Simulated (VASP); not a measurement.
Set up this calculation in VASP 6.6.1, as the native input.

```yaml
Task: single point
Functional: PBEsol
Potentials_or_basis: VASP PAW PBE potentials, release 64 (Pt)
Cutoff: 520 eV
k_mesh: 6 × 6 × 6
Occupations: gaussian, width 0.1 eV
Spin: no spin polarisation
Dipole_correction: no
Further_INCAR_settings: ALGO = Normal; EDIFF = 1e-07; NBANDS = 17
```

The structure of Pt lies in POSCAR:

```
Pt
1.0
    1.7265116134      0.9968019447      3.2016087902
   -1.7265116134      0.9968019447      3.2016087902
    0.0000000000     -1.9936038895      3.2016087902
Pt
2
Direct
    0.2275400000      0.2275400000      0.2275400000
    0.7724600000      0.7724600000      0.7724600000
```

The cell was built by a generator and needn't be a form met in nature.

The input as run:

INCAR

```
SYSTEM = Pt
  PREC = Accurate
  ENCUT = 520
  EDIFF = 1E-7
  ISMEAR = 0
  SIGMA = 0.1
  LREAL = .FALSE.
  LASPH = .TRUE.
  NELM = 80
  ALGO = Normal
  ISIF = 2
  LWAVE = .FALSE.
  LCHARG = .FALSE.
  GGA = PS
  NBANDS = 17
```

KPOINTS

```
Automatic mesh
0
G
  6 6 6
  0 0 0
```

Potentials or basis: VASP PAW PBE potentials, release 64 (Pt).

Command:

```bash
$ cat potpaw_PBE.64/Pt/POTCAR > POTCAR
$ mpirun -np 1 vasp_std > vasp.out
```

Results of the run:

```yaml
Pressure: 35.0 GPa
Largest_force: 6.271 eV/Å
Band_gap_on_the_k_mesh: none (metal or under the smearing width)
```

Caveat: the k mesh is coarse (spacing up to 0.37 Å⁻¹), so the values aren't converged; a pressure of tens of GPa on the cell as given is suspect, and the run, the potentials or the cell itself is likely at fault; the PAW data sets were made with another functional, which shifts forces and pressure a little.

Run time: 12 s on 1 thread of AMD EPYC 9R45 (Zen 5), on a shared host, peak memory 0.13 GiB.
